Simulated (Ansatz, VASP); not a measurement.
## Re in VASP and in Ansatz

Contents of POSCAR:

```
Re
1.0
    0.0000000000      1.9565051121      1.9565051121
    1.9565051121      0.0000000000      1.9565051121
    1.9565051121      1.9565051121      0.0000000000
Re
1
Direct
    0.0000000000      0.0000000000      0.0000000000
```

Contents of INCAR.step1:

```
  PREC = Accurate
  ENCUT = 520
  ISMEAR = 0
  SIGMA = 0.05
  LREAL = False
  LASPH = True
  NELM = 80
  NBANDS = 10
  GGA = PE
  ALGO = Normal
  EDIFF = 1E-4
  LWAVE = True
  LCHARG = False
```

Contents of INCAR.step2:

```
  PREC = Accurate
  ENCUT = 520
  EDIFF = 1E-7
  ISMEAR = 0
  SIGMA = 0.05
  LREAL = False
  LASPH = True
  NELM = 80
  ALGO = Normal
  ISIF = 2
  LWAVE = False
  LCHARG = False
  METAGGA = R2SCAN
  LMIXTAU = True
  NBANDS = 10
  ISTART = 1
```

KPOINTS

```
Automatic mesh
0
Gamma
  18 18 18
```

Input for Ansatz:

```yaml
crystal:
  lattice:
    - [0.0, 1.9565051121, 1.9565051121]
    - [1.9565051121, 0.0, 1.9565051121]
    - [1.9565051121, 1.9565051121, 0.0]
  atoms:
    - { symbol: Re, position: [0.0, 0.0, 0.0] }
basis:
  ecutwfc: 600
  ecutrho_ratio: 5
kpoints:
  mp_grid: { grid: [18, 18, 18] }
hamiltonian:
  xc: r2scan
scf:
  occupations: { method: gaussian, width: 0.05 }
output:
  forces: true
  stress: true
  eigenvalues: true
```

The cell was built by a generator and needn't be a form met in nature.

Alike in both runs: task single point; functional r2SCAN; k mesh 18 × 18 × 18; occupations gaussian, width 0.05 eV; no spin polarisation.

|  | VASP | Ansatz |
| --- | --- | --- |
| version | VASP 6.6.1 | Ansatz 0.2.0 |
| potentials or method | VASP PAW PBE potentials, release 64 (Re) | scalar-relativistic, plane waves, PAW |
| plane-wave cutoff (eV) | 520 | 600 |
| valence electrons in the cell | 7 | 15 |

VASP gave:

* gap on the k mesh at the Fermi level (eV): none
* pressure (GPa): -5.8

Q: Estimate Ansatz's values.

A: gap on the k mesh at the Fermi level (eV): none; pressure (GPa): -5.6.

A gap of «none» marks a metal or a gap that the smearing closes. With one functional, cell and mesh, what is left measures potentials, basis and numerics. The two sets of potentials don't hold the same shells in valence.

Caveats: the PAW data sets were made with another functional, which shifts forces and pressure a little (VASP). The runs have no spin-orbit coupling, so splittings on Re are missing.
